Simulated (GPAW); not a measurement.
Runs of GPAW 26.7.0 on Al2O3. The structure is hexagonal, space group P-6m2 (No. 187). The conventional cell has a = 2.884 Å, b = 2.884 Å, c = 9.337 Å, α = 90.00°, β = 90.00°, γ = 120.00°. Around Al (site symmetry 3m) lie 3 O at 1.80 Å. O (site symmetry 3m) has 3 Al at 1.80 Å as nearest neighbours. O (site symmetry -6m2) has 6 Al at 2.18 Å as nearest neighbours. Measurements of this composition are mostly on another form, of space group No. 167.

```csv
task,level,potentials or basis,k mesh,cutoff (eV),smearing,response ecut,maxiter,response k mesh,response bands,kernels,mesh quality,gap on the mesh (eV),pressure (GPa),largest force (eV/Å)
dielectric tensor,PBEsol,"PAW data sets generated in the run's folder for this functional, pw",9 × 9 × 3,600,fermi-dirac 0.001 eV,100 eV,150,19 × 19 × 5,52,"["RPA", "LR0.1", "Bootstrap"]",not flagged,4.76,-,-
dielectric tensor,LDA,"the program's PAW data sets (release 1.2.1) made for this functional, pw",9 × 9 × 3,600,fermi-dirac 0.001 eV,80 eV,150,24 × 24 × 7,52,"["RPA", "LR0.1", "LR0.2"]",not flagged,4.76,-,-
electron localisation function,PBEsol,"PAW data sets generated in the run's folder for this functional, pw",6 × 6 × 2,680,fermi-dirac 0.01 eV,-,150,-,-,-,coarse,(a),-2.6,0.25
hybrid scf,r2SCANh+D3(BJ),"GPAW PAW data sets (gpaw-data 1.2.1), pw",4 × 4 × 1,550,fermi-dirac 0.001 eV,-,40,-,-,-,coarse,6.61,-,-
band structure,r2SCAN,"GPAW PAW data sets (gpaw-data 1.2.1), pw",9 × 9 × 3,800,fermi-dirac 0.05 eV,-,150,-,-,-,not flagged,5.66,-3.2,(b)
```

Alike in all rows: no spin polarisation; cell as given.

Task: Estimate the missing entries.

Result: (a) 4.77; (b) 0.28.

Caveats: some runs use coarse meshes; an odd mesh through Γ misses points on the zone boundary, where band edges often lie (some runs); the long-wavelength limit can be off by a per cent or two (some runs); the PAW data sets were made with another functional, which shifts forces and pressure a little (some runs); the cutoff is short for stress and forces, so pressures can be off by a GPa or more (some runs); exact exchange converges slowly with the k mesh, and this mesh is small (some runs); the scaled meta-GGA exchange is a class typed in the script (some runs).

Not every run made on this cell is shown here.
